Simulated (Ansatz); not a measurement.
**How KF answers to pressure**

```xyz
2
Lattice="3.2590 0.0000 0.0000 0.0000 3.2590 0.0000 0.0000 0.0000 3.2590" Properties=species:S:1:pos:R:3 pbc="T T T"
K     0.0000    0.0000    0.0000
F     1.6295    1.6295    1.6295
```

The cell is the one relaxed in the Materials Project (mp-8454), not relaxed further here; entries there can be hypothetical.

All numbers below come from Ansatz 0.2.0, DFT, LDA, all-electron LAPW, scalar-relativistic.

The runs use a Γ-centred 9×9×9 k mesh, Fermi–Dirac smearing of 0.02 eV, basis error target 0.5 meV/atom, no spin polarisation.

The cell is scaled evenly with fractional coordinates held. Semilocal gaps are too small, but their slopes carry over better.

```tsv
V/V(cell)	P (GPa)	gap on the k mesh (eV)
0.9600	-4.80	6.214
0.9800	-5.30	6.067
1.0000	-5.74	5.927
1.0200	-6.11	5.795
```

(1) From the rows at 0.9800 and 1.0200, what is the bulk modulus at the cell's volume?

(2) What are the gap's volume deformation potential and pressure coefficient?

(3) Predict the row at V/V(cell) = 1.0400. How far is a linear estimate of P off?

Answers

(1) B = −ΔP/Δln V = −[(-6.11) − (-5.30)]/0.04001 = 20.2 GPa. This is the modulus at -5.74 GPa, not at zero pressure.

(2) dEg/dln V = (5.795 − 6.067)/0.04001 = -6.80 eV, and dEg/dP = −(dEg/dln V)/B = 337 meV/GPa: pressure widens the gap.

(3) P = -6.43 GPa, gap 5.669 eV. The linear estimate P(cell) − B ln(V/V(cell)) = -6.53 GPa misses by 0.10 GPa, since the modulus falls on expansion.
